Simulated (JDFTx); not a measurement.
# Al (Fm-3m) in JDFTx: convergence with cutoff

Aim: find how far cutoff must go before the results for Al settle, at PBE. This setting moves, with any that are tied to it; all else stays.

Program: JDFTx 1.7.0 (patched build). These are calculated values, not measurements. Logs are shortened: lines on timing, memory, paths and dates and some standing lists are left out, and cuts for length are marked. The log counts tension as positive stress, the text compression.

## Step 1: The crystal as given

The structure is cubic, space group Fm-3m (No. 225). The conventional cell has a = 4.050 Å, b = 4.050 Å, c = 4.050 Å, α = 90.00°, β = 90.00°, γ = 90.00°. Around Al (site symmetry m-3m) lie 12 Al at 2.86 Å.

## Step 2: With cutoff 217.691 eV

Contents of Al.in:

```
include Al.lattice
coords-type Lattice
include Al.ionpos

ion-species pseudo/Al.upf
elec-cutoff 8
elec-ex-corr gga-PBE
kpoint-folding 11 11 11
elec-smearing Fermi 0.0018374661
elec-n-bands 6
electronic-SCF nIterations 100 energyDiffThreshold 1e-09
electronic-minimize nIterations 30 energyDiffThreshold 1e-7
converge-empty-states yes
forces-output-coords Cartesian

dump-name run.$VAR
dump End Ecomponents EigStats BandEigs Kpoints Forces Stress
```

Contents of Al.lattice:

```
lattice \
    0.0000000000     3.8263269058     3.8263269058 \
    3.8263269058     0.0000000000     3.8263269058 \
    3.8263269058     3.8263269058     0.0000000000
```

Contents of Al.ionpos:

```
ion Al     0.0000000000     0.0000000000     0.0000000000 1
```

Potentials or basis: PseudoDojo-SR-PBE-0.5-stringent.

Launch:

```
jdftx -c 1 -i Al.in -o Al.out
```

Wall time 1.4 s (1 thread of Intel Xeon Platinum 8488C (Sapphire Rapids), shared host); peak memory 0.05 GiB.

What came out:

```yaml
Free_energy: -56.8178 eV
Pressure: -0.3 GPa
Band_gap_on_the_k_mesh: none (metal or under the smearing width)
```

## Step 3: With cutoff 272.114 eV

Al.in, as its differences from that of step 2:

```diff
@@ -5,3 +5,3 @@
 ion-species pseudo/Al.upf
-elec-cutoff 8
+elec-cutoff 10
 elec-ex-corr gga-PBE
```

Al.lattice is that of step 2.

Al.ionpos is that of step 2.

Potentials or basis: PseudoDojo-SR-PBE-0.5-stringent.

Launch:

```
jdftx -c 1 -i Al.in -o Al.out
```

It took 1.6 s on 1 thread of Intel Xeon Platinum 8488C (Sapphire Rapids), shared host; peak memory 0.05 GiB.

What came out:

| Property | Result |
| --- | --- |
| Free energy | -56.8494 eV |
| Pressure | -1.0 GPa |
| Band gap on the k mesh | none (metal or under the smearing width) |

## Step 4: With cutoff 326.537 eV

Al.in, as its differences from that of step 3:

```diff
@@ -5,3 +5,3 @@
 ion-species pseudo/Al.upf
-elec-cutoff 10
+elec-cutoff 12
 elec-ex-corr gga-PBE
```

Al.lattice is that of step 3.

Al.ionpos is that of step 3.

Launch:

```
jdftx -c 1 -i Al.in -o Al.out
```

It took 2.4 s on 1 thread of Intel Xeon Platinum 8488C (Sapphire Rapids), shared host; peak memory 0.05 GiB.

Results:

| Item | Value |
| --- | --- |
| Free energy | -56.8746 eV |
| Pressure | -1.3 GPa |
| Band gap on the k mesh | none (metal or under the smearing width) |

## Step 5: With cutoff 380.959 eV

Al.in, as its differences from that of step 4:

```diff
@@ -5,3 +5,3 @@
 ion-species pseudo/Al.upf
-elec-cutoff 12
+elec-cutoff 14
 elec-ex-corr gga-PBE
```

Al.lattice is that of step 4.

Al.ionpos is that of step 4.

Launch:

```
jdftx -c 1 -i Al.in -o Al.out
```

Wall time 2.6 s (1 thread of Intel Xeon Platinum 8488C (Sapphire Rapids), shared host); peak memory 0.05 GiB.

Results:

| Quantity | Value |
| --- | --- |
| Free energy | -56.8870 eV |
| Pressure | -1.1 GPa |
| Band gap on the k mesh | none (metal or under the smearing width) |

## Step 6: With cutoff 435.382 eV

Al.in, as its differences from that of step 5:

```diff
@@ -5,3 +5,3 @@
 ion-species pseudo/Al.upf
-elec-cutoff 14
+elec-cutoff 16
 elec-ex-corr gga-PBE
```

Al.lattice is that of step 5.

Al.ionpos is that of step 5.

Potentials or basis: PseudoDojo-SR-PBE-0.5-stringent.

Launch:

```
jdftx -c 1 -i Al.in -o Al.out
```

Wall time 2.9 s (1 thread of Intel Xeon Platinum 8488C (Sapphire Rapids), shared host); peak memory 0.05 GiB.

What came out:

```
Free energy            : -56.8960 eV
Pressure               : -0.8 GPa
Band gap on the k mesh : none (metal or under the smearing width)
```

## Step 7: With cutoff 489.805 eV

Al.in, as its differences from that of step 6:

```diff
@@ -5,3 +5,3 @@
 ion-species pseudo/Al.upf
-elec-cutoff 16
+elec-cutoff 18
 elec-ex-corr gga-PBE
```

Al.lattice is that of step 6.

Al.ionpos is that of step 6.

Launch:

```
jdftx -c 1 -i Al.in -o Al.out
```

It took 5.6 s on 1 thread of Intel Xeon Platinum 8488C (Sapphire Rapids), shared host; peak memory 0.05 GiB.

It converged, with:

* Free energy: -56.8986 eV
* Pressure: -0.7 GPa
* Band gap on the k mesh: none (metal or under the smearing width)

## Step 8: With cutoff 544.228 eV

Al.in, as its differences from that of step 7:

```diff
@@ -5,3 +5,3 @@
 ion-species pseudo/Al.upf
-elec-cutoff 18
+elec-cutoff 20
 elec-ex-corr gga-PBE
```

Al.lattice is that of step 7.

Al.ionpos is that of step 7.

Launch:

```
jdftx -c 1 -i Al.in -o Al.out
```

It took 5.7 s on 1 thread of Intel Xeon Platinum 8488C (Sapphire Rapids), shared host; peak memory 0.05 GiB.

Results (log left out):

| Property | Result |
| --- | --- |
| Free energy | -56.8990 eV |
| Pressure | -0.7 GPa |
| Band gap on the k mesh | none (metal or under the smearing width) |

## Step 9: With cutoff 625.862 eV

Al.in, as its differences from that of step 8:

```diff
@@ -5,3 +5,3 @@
 ion-species pseudo/Al.upf
-elec-cutoff 20
+elec-cutoff 23
 elec-ex-corr gga-PBE
```

Al.lattice is that of step 8.

Al.ionpos is that of step 8.

Potentials or basis: PseudoDojo-SR-PBE-0.5-stringent.

Launch:

```
jdftx -c 1 -i Al.in -o Al.out
```

Run time: 6.5 s. Hardware: 1 thread of Intel Xeon Platinum 8488C (Sapphire Rapids), shared host; peak memory 0.05 GiB.

Results (log left out):

* Free energy: -56.8991 eV
* Pressure: -0.7 GPa
* Band gap on the k mesh: none (metal or under the smearing width)

## Step 10: With cutoff 734.707 eV

Al.in, as its differences from that of step 9:

```diff
@@ -5,3 +5,3 @@
 ion-species pseudo/Al.upf
-elec-cutoff 23
+elec-cutoff 27
 elec-ex-corr gga-PBE
```

Al.lattice is that of step 9.

Al.ionpos is that of step 9.

Potentials or basis: PseudoDojo-SR-PBE-0.5-stringent.

Launch:

```
jdftx -c 1 -i Al.in -o Al.out
```

Standard output:

```text
*************** JDFTx 1.7.0 (patched build) ***************

[... 9 lines left out ...]
---------- Initializing the Grid ----------
R =
[            0      3.82633      3.82633  ]
[      3.82633            0      3.82633  ]
[      3.82633      3.82633            0  ]
unit cell volume = 112.041
G =
[  -0.821047   0.821047   0.821047  ]
[   0.821047  -0.821047   0.821047  ]
[   0.821047   0.821047  -0.821047  ]
Minimum fftbox size, Smin = [  28  28  28  ]
Chosen fftbox size, S = [  28  28  28  ]

---------- Exchange Correlation functional ----------
Initalized PBE GGA exchange.
Initalized PBE GGA correlation.

---------- Setting up pseudopotentials ----------
Width of ionic core gaussian charges (only for fluid interactions / plotting) set to 0

Reading pseudopotential file 'pseudo/Al.upf':
  'Al' pseudopotential, 'PBE' functional
  Generated using ONCVPSP code by D. R. Hamann
  3 valence electrons, 2 orbitals, 6 projectors, 1001 radial grid points, with lMax = 2
    3S    l: 0   occupation:  2.0   eigenvalue: -0.284914
    3P    l: 1   occupation:  1.0   eigenvalue: -0.099668
  Core radius for overlap checks: 1.74 bohrs.

Initialized 1 species with 1 total atoms.

Folded 1 k-points by 11x11x11 to 1331 k-points.

---------- Setting up k-points, bands, fillings ----------
Reduced to 56 k-points under symmetry.
Computing the number of bands and number of electrons
Calculating initial fillings.
nElectrons:   3.000000   nBands: 6   nStates: 56

----- Setting up reduced wavefunction bases (one per k-point) -----
average nbasis = 750.995 , ideal nbasis = 750.785

---------- Setting up ewald sum ----------
Optimum gaussian width for ewald sums = 1.950672 bohr.
Real space sum over 2197 unit cells with max indices [  6  6  6  ]
Reciprocal space sum over 2197 terms with max indices [  6  6  6  ]

---------- Allocating electronic variables ----------
Initializing wave functions:  linear combination of atomic orbitals
Note: number of bands (6) exceeds available atomic orbitals (4)
Al pseudo-atom occupations:   s ( 2 )  p ( 1 )
	FillingsUpdate:  mu: +0.312373124  nElectrons: 3.000000
LCAOMinimize: Iter:   0  F: -2.0664073545797201  |grad|_K:  1.462e-04  alpha:  1.000e+00
	FillingsUpdate:  mu: +0.312413769  nElectrons: 3.000000
LCAOMinimize: Iter:   1  F: -2.0664282109135756  |grad|_K:  9.183e-07  alpha:  9.684e-01  linmin:  7.962e-02  cgtest: -6.109e-01
	FillingsUpdate:  mu: +0.312413746  nElectrons: 3.000000
LCAOMinimize: Iter:   2  F: -2.0664282114341113  |grad|_K:  5.670e-07  alpha:  9.814e-01  linmin: -4.650e-05  cgtest:  6.210e-01
LCAOMinimize: Encountered beta<0, resetting CG.
	FillingsUpdate:  mu: +0.312413588  nElectrons: 3.000000
LCAOMinimize: Iter:   3  F: -2.0664282117468096  |grad|_K:  2.365e-09  alpha:  9.647e-01  linmin:  7.466e-03  cgtest: -4.984e-02
LCAOMinimize: Converged (|Delta F|<1.000000e-06 for 2 iters).

-------- Electronic minimization -----------
Will mix electronic density at each iteration.
	FillingsUpdate:  mu: +0.312413588  nElectrons: 3.000000
	FillingsUpdate:  mu: +0.289710433  nElectrons: 3.000000
SCF: Cycle:  0   F: -2.090735583725007   dF: -2.431e-02   |Residual|: 8.640e-03   |deigs|: 5.900e-01
	FillingsUpdate:  mu: +0.289474924  nElectrons: 3.000000
SCF: Cycle:  1   F: -2.090987693342886   dF: -2.521e-04   |Residual|: 4.975e-03   |deigs|: 1.101e-02
	FillingsUpdate:  mu: +0.289473487  nElectrons: 3.000000
SCF: Cycle:  2   F: -2.091006735556736   dF: -1.904e-05   |Residual|: 2.543e-04   |deigs|: 2.151e-03
	FillingsUpdate:  mu: +0.289472798  nElectrons: 3.000000
SCF: Cycle:  3   F: -2.091008437492991   dF: -1.702e-06   |Residual|: 1.207e-04   |deigs|: 6.833e-04
	FillingsUpdate:  mu: +0.289473831  nElectrons: 3.000000
SCF: Cycle:  4   F: -2.091008870004286   dF: -4.325e-07   |Residual|: 1.914e-05   |deigs|: 6.198e-04
	FillingsUpdate:  mu: +0.289474413  nElectrons: 3.000000
SCF: Cycle:  5   F: -2.091008949397009   dF: -7.939e-08   |Residual|: 1.138e-05   |deigs|: 3.299e-04
	FillingsUpdate:  mu: +0.289474832  nElectrons: 3.000000
SCF: Cycle:  6   F: -2.091008975381874   dF: -2.598e-08   |Residual|: 2.355e-06   |deigs|: 3.725e-04
	FillingsUpdate:  mu: +0.289474911  nElectrons: 3.000000
SCF: Cycle:  7   F: -2.091008979584787   dF: -4.203e-09   |Residual|: 8.416e-07   |deigs|: 2.148e-04
	FillingsUpdate:  mu: +0.289474933  nElectrons: 3.000000
SCF: Cycle:  8   F: -2.091008981609995   dF: -2.025e-09   |Residual|: 5.601e-07   |deigs|: 2.557e-04
	FillingsUpdate:  mu: +0.289474932  nElectrons: 3.000000
SCF: Cycle:  9   F: -2.091008981832393   dF: -2.224e-10   |Residual|: 7.885e-07   |deigs|: 1.124e-04
	FillingsUpdate:  mu: +0.289474931  nElectrons: 3.000000
SCF: Cycle: 10   F: -2.091008981963919   dF: -1.315e-10   |Residual|: 8.454e-07   |deigs|: 2.132e-04
SCF: Converged (|Delta E|<1.000000e-09 for 2 iters).

Setting wave functions to eigenvectors of Hamiltonian
Converging empty states (this may take a while):
EmptyStates: None of the convergence criteria satisfied.
|deigs|: 7.903e-04

# Stress tensor in Cartesian coordinates [Eh/a0^3]:
[  2.24966e-05            0            0  ]
[            0  2.24966e-05            0  ]
[            0            0  2.24966e-05  ]

# Ionic positions in lattice coordinates:
ion Al   0.000000000000000   0.000000000000000   0.000000000000000 1

# Forces in Cartesian coordinates:
force Al  -0.000000000000000   0.000000000000000  -0.000000000000000 1

# Energy components:
   Eewald =       -2.6960424241637568
       EH =        0.0036043153171874
     Eloc =        0.2295304260006315
      Enl =        0.3761616700150407
      Exc =       -1.0816586240125927
 Exc_core =        0.2269441999435104
       KE =        0.8505988296521690
-------------------------------------
     Etot =       -2.0908616072478106
       TS =        0.0001473747161085
-------------------------------------
        F =       -2.0910089819639190

IonicMinimize: Iter:   0  F: -2.091008981963919  |grad|_K:  0.000e+00
IonicMinimize: Converged (|grad|_K<1.000000e-04).

#--- Lowdin population analysis ---
# oxidation-state Al +0.045

Dumping 'run.eigStats' ...
	eMin: -0.118690 at state 0 ( [ +0.000000 +0.000000 +0.000000 ] spin 0 )
	HOMO: +0.289221 at state 32 ( [ +0.000000 +0.363636 -0.454545 ] spin 0 )
	mu  : +0.289475
	LUMO: +0.290224 at state 38 ( [ +0.090909 +0.181818 +0.454545 ] spin 0 )
	eMax: +0.959617 at state 28 ( [ +0.000000 +0.272727 -0.363636 ] spin 0 )
	HOMO-LUMO gap: +0.001004
	Optical gap  : +0.023731 at state 32 ( [ +0.000000 +0.363636 -0.454545 ] spin 0 )
WARNING: the last solve of the electrons (or of bands or displaced states from it) ended unconverged.
Done!
```

Wall time 9.4 s (1 thread of Intel Xeon Platinum 8488C (Sapphire Rapids), shared host); peak memory 0.05 GiB.

What came out:

| Quantity | Value |
| --- | --- |
| Free energy | -56.8993 eV |
| Pressure | -0.7 GPa |
| Band gap on the k mesh | none (metal or under the smearing width) |

## Step 11: The series at a glance

```
    cutoff  energy less the tightest run, at zero smearing (meV/atom)  pressure (GPa)  SCF cycles  CPU time (s)  peak memory (GiB)
217.691 eV                                                      81.42           -0.30           9           1.4               0.05
272.114 eV                                                      49.89           -1.03           9           1.6               0.05
326.537 eV                                                      24.64           -1.26          10           2.4               0.05
380.959 eV                                                      12.23           -1.14          10           2.6               0.05
435.382 eV                                                       3.29           -0.84          10           2.9               0.05
489.805 eV                                                       0.68           -0.70          11           5.6               0.05
544.228 eV                                                       0.23           -0.66          10           5.7               0.05
625.862 eV                                                       0.13           -0.66          11           6.5               0.05
734.707 eV                                                       0.00           -0.66          11           9.4               0.05
```

Against the tightest run, the energy stays within 1 meV/atom from 489.805 eV on; the pressure stays within 0.1 GPa from 489.805 eV on. The tightest run that finished is the yardstick and may itself not be fully converged.

Caveats: the empty levels aren't tightly converged.
